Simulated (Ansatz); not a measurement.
AlCu3: a vibration from a frozen displacement

Level of theory: Ansatz 0.2.0, DFT PBEsol, scalar-relativistic, plane waves, PAW. The runs took a 420 eV cutoff, a Γ-centred 14×14×14 mesh and Gaussian smearing (0.15 eV). No spin polarisation. Energies are free energies at this smearing, counted from the undisturbed cell; pressure is positive in compression.

Zero of the scan (relaxed at this level; it needn't be the usual structure):

```yaml
crystal:
  lattice:
    - [3.63187, 0.00000, 0.00000]
    - [0.00000, 3.63187, 0.00000]
    - [0.00000, 0.00000, 3.63187]
  atoms:
    - { symbol: Al, position: [0.00000, 0.00000, 0.00000] }
    - { symbol: Cu, position: [0.50000, 0.50000, 0.00000] }
    - { symbol: Cu, position: [0.50000, 0.00000, 0.50000] }
    - { symbol: Cu, position: [0.00000, 0.50000, 0.50000] }
```

Atom 1 (Al) is moved by x along the Cartesian unit vector (-1.000, 0.000, 0.000); the cell and all other atoms stay fixed. The cell's volume is 47.91 Å³; the moved atoms weigh 26.982 u together and the others 190.638 u. Some rows repeat others by symmetry and weren't run.

| x (Å) | ΔE (meV/cell) | total force on the moved atoms along the move (eV/Å) | pressure (GPa) |
| --- | --- | --- | --- |
| -0.3000 | 336.91 | 2.2988 | 3.4446 |
| -0.2625 | 256.51 | 1.9903 | 2.6449 |
| -0.2250 | 187.53 | 1.6899 | 1.9524 |
| -0.1875 | 129.68 | 1.3967 | 1.3671 |
| -0.1500 | 82.71 | 1.1097 | 0.8887 |
| -0.1125 | 46.39 | 0.8277 | 0.5169 |
| -0.0750 | 20.58 | 0.5496 | 0.2516 |
| -0.0375 | 5.14 | 0.2742 | 0.0925 |
| 0.0000 | 0.00 | 0.0000 | 0.0396 |
| 0.0375 | 5.14 | -0.2742 | 0.0925 |
| 0.0750 | 20.58 | -0.5496 | 0.2516 |
| 0.1125 | 46.39 | -0.8277 | 0.5169 |
| 0.1500 | 82.71 | -1.1097 | 0.8887 |
| 0.1875 | 129.68 | -1.3967 | 1.3671 |
| 0.2250 | 187.53 | -1.6899 | 1.9524 |
| 0.2625 | 256.51 | -1.9903 | 2.6449 |
| 0.3000 | 336.91 | -2.2988 | 3.4446 |

Q: What frequency belongs to this motion?

A: The force constant is k = −dF/dx = 7.312 eV/Å², from the parabola through x = -0.0375, 0 and 0.0375. In every cell the moved atoms swing against the rest, so the mass is μ = m₁m₂/(m₁ + m₂) = 23.636 u, and ν̃ = 521.5 cm⁻¹ × √(|k|/μ) = 290 cm⁻¹. The pattern needn't be a normal mode: ν̃² is then a weighted mean of the squared nonzero frequencies at the zone centre of this cell, so it lies between the lowest and the highest of them.

Q: How far does the harmonic law reach?

A: At x = -0.300 Å, kx²/2 = 329.04 meV against the computed 336.91 meV (+2.4 %): the well is still close to harmonic there.

Q: The pressure changes with x². What does that say about the frequency under compression?

A: With E = k(V)x²/2, k ∝ V^(−2γ) and x scaling with the cell as V^(1/3), P − P0 = −∂E/∂V = (2γ − 2/3) ΔE/V. At x = 0.0750 Å, V(P − P0) = 47.91 × 0.21197 / 160.2 eV = 63.38 meV and ΔE = 20.58 meV, so γ = 1/3 + V(P − P0)/(2ΔE) = 1.87. This is the Grüneisen parameter of the motion under uniform scaling of the cell: shrinking the cell evenly by 1 % in volume raises the frequency by about 1.87 %.

In a metal these slopes depend on the k mesh and the smearing.